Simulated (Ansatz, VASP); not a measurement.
# La: VASP beside Ansatz

INCAR

```
PREC     = Accurate       # precision mode
ENCUT    = 520            # plane-wave cutoff, eV
EDIFF    = 1E-6           # SCF threshold, eV
ISMEAR   = -1             # smearing method
SIGMA    = 0.1            # smearing width, eV
LREAL    = F              # projectors in reciprocal space
LASPH    = T              # aspherical terms in the spheres
NELM     = 100            # most SCF steps
ALGO     = Normal         # electronic algorithm
ISIF     = 2              # what is computed and relaxed
LWAVE    = F              # write WAVECAR
LCHARG   = F              # write CHGCAR
GGA      = PE             # functional
NBANDS   = 12             # bands
```

The input KPOINTS:

```
Automatic mesh
0
Gamma
  8 8 8
```

Contents of POSCAR:

```
La
1.0
    0.0000000000      2.6006523530      2.6006523530
    2.6006523530      0.0000000000      2.6006523530
    2.6006523530      2.6006523530      0.0000000000
La
1
Direct
    0.0000000000      0.0000000000      0.0000000000
```

Input for Ansatz:

```yaml
crystal:
  lattice:
    - [0.0, 2.600652353026418, 2.600652353026418]
    - [2.600652353026418, 0.0, 2.600652353026418]
    - [2.600652353026418, 2.600652353026418, 0.0]
  atoms:
    - { symbol: La, position: [0.0, 0.0, 0.0] }
basis:
  ecutwfc: 500.0
kpoints:
  mp_grid:
    grid: [8, 8, 8]
hamiltonian:
  xc: pbe
  pseudopotentials:
    kind: paw
scf:
  convergence:
    dr2_threshold: 1.0e-08
  occupations:
    method: fermi_dirac
output:
  stress: true
```

This isn't the form of La at room conditions, which is double hcp.

Alike in both runs: task single point; functional PBE; k mesh 8 × 8 × 8; no spin polarisation.

```csv
,VASP,Ansatz
version,VASP 6.6.1,Ansatz 0.2.0
potentials or method,"VASP PAW PBE potentials, release 64 (La)","plane waves, PAW"
plane-wave cutoff (eV),520,500
occupations,"fermi-dirac, width 0.1 eV",fermi-dirac
valence electrons in the cell,11,11
```

|  | VASP | Ansatz | Ansatz less VASP |
| --- | --- | --- | --- |
| pressure (GPa) | 1.1 | 1.1 | -0.07 |

Ansatz warned: «stress_scf_threshold_loose».

Spin-orbit coupling is left out, which matters for the levels of La.
